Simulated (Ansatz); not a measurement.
A plane-wave DFT run in Ansatz 0.2.0 (scalar-relativistic PAW potentials unless the input names others): input and command.

```yaml
crystal:
  lattice:
    - [0.0, 2.7189413673, 2.7189413673]
    - [2.7189413673, 0.0, 2.7189413673]
    - [2.7189413673, 2.7189413673, 0.0]
  atoms:
    - { symbol: Ga, position: [0.0, 0.0, 0.0] }
    - { symbol: P, position: [0.75, 0.75, 0.75] }
basis:
  ecutwfc: 420
kpoints:
  mp_grid: { grid: [8, 8, 8] }
hamiltonian:
  xc: scan0x
scf:
  occupations: { method: gaussian, width: 0.02 }
  max_iter: 60
output:
  forces: true
  eigenvalues: true
  stress: true
```

```bash
ansatz run input.yaml --threads 1 --pin off --max-ram 2560MiB --backend cpu --events-out ev --progress --plain --runs-dir out
```

Problem. Will this input run?

Solution. The program refuses it, because of an unknown functional (hamiltonian.xc: "pbesol" → "scan0x"). With the sound run's settings it is accepted.

Abridged log:
```
Error: YAML parse error: error: line 14 column 7: hamiltonian.xc: unknown variant `scan0x`, expected one of `lda`, `lda-pw`, `pw92`, `pbe`, `pbesol`, `rpbe`, `revpbe`, `blyp`, `pbe0`, `revpbe0`, `b3lyp`, `b3lyp5`, `hse06`, `wpbeh`, `hiss`, `lc_wpbe`, `cam_b3lyp`, `hf`, `r2scan`, `r2scanh`, `r2scan0`, `r2scan50`, `mr2scan`
  --> <input>:14:7
   |
12 |   mp_grid: { grid: [8, 8, 8] }
13 | hamiltonian:
14 |   xc: scan0x
   |       ^ hamiltonian.xc: unknown variant `scan0x`, expected one of `lda`, `lda-pw`, `pw92`, `pbe`, `pbesol`, `rpbe`, `revpbe`, `blyp`, `pbe0`, `revpbe0`, `b3lyp`, `b3lyp5`, `hse06`, `wpbeh`, `hiss`, `lc_wpbe`, `cam_b3lyp`, `hf`, `r2scan`, `r2scanh`, `r2scan0`, `r2scan50`, `mr2scan`
15 | scf:
16 |   occupations: { method: gaussian, width: 0.02 }
   |
```